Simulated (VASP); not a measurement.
## As: relaxation of cell and atoms with PBE

As, a slab with vacuum:

```
As
1.0
     3.76159    0.00000    0.00000
    -1.88080    3.25764    0.00000
     0.00000    0.00000   19.25101
As
2
Direct
  0.33333 0.66667 0.46751
  0.66667 0.33333 0.53249
```

The slab is cut from a database's or a generator's crystal, which needn't be the stable form of the element.

```json
{"Program": "VASP 6.6.1", "Task": "relaxation of cell and atoms", "Functional": "PBE", "Potentials or basis": "VASP PAW PBE potentials, release 64 (As)", "Cutoff": "600 eV", "k mesh": "9 × 9 × 1", "Occupations": "gaussian, width 0.03 eV", "Spin": "no spin polarisation", "Further INCAR settings": "ALGO = Normal; EDIFF = 1e-06; IBRION = 2; EDIFFG = -0.01; NSW = 90; ISIF = 3"}
```

The relaxed volume is 108.53 Å³/atom. The relaxed cell is a = 3.608 Å, b = 3.608 Å, c = 19.251 Å, α = 90.00°, β = 90.00°, γ = 120.00°, the space group after relaxing (to 0.05 Å) is P-3m1 (No. 164) and the energy gained by relaxing is 68.2 meV/atom. The ionic steps are 5, the largest force after relaxing is 0.005 eV/Å and the band gap on the k mesh is 1.62 eV, indirect (least direct gap 1.93 eV).

Forces on the atoms (eV/Å):
```
As   0.000  0.000  0.005
As   0.000  0.000 -0.005
```

Step by step:
| step | energy change (eV) | largest force (eV/Å) | pressure (GPa) | volume (Å³) |
| --- | --- | --- | --- | --- |
| 1 | 0.0000 | 1.2571 | -0.08 | 235.90 |
| 2 | -0.1227 | 0.0852 | -0.30 | 224.95 |
| 3 | -0.1286 | 0.2200 | -0.36 | 222.22 |
| 4 | -0.1342 | 0.1124 | 0.20 | 214.45 |
| 5 | -0.1363 | 0.0054 | 0.00 | 217.05 |

Final structure:
```
CELL_PARAMETERS angstrom
3.60821 0.00000 0.00000
-1.80410 3.12480 0.00000
0.00000 0.00000 19.25101
ATOMIC_POSITIONS crystal
As 0.33333 0.66667 0.46372
As 0.66667 0.33333 0.53628
```

Levels at points of the mesh, in eV from the valence-band top:
```csv
k point,band 3,band 4,band 5,band 6,band 7,band 8
"(0.00, 0.00, 0.00)",-0.54,0.00,0.00,1.93,3.49,3.49
```

It took 2.6 min on 1 thread of AMD EPYC 7R13 Processor (Zen 3) (shared host), peak memory 0.36 GiB.
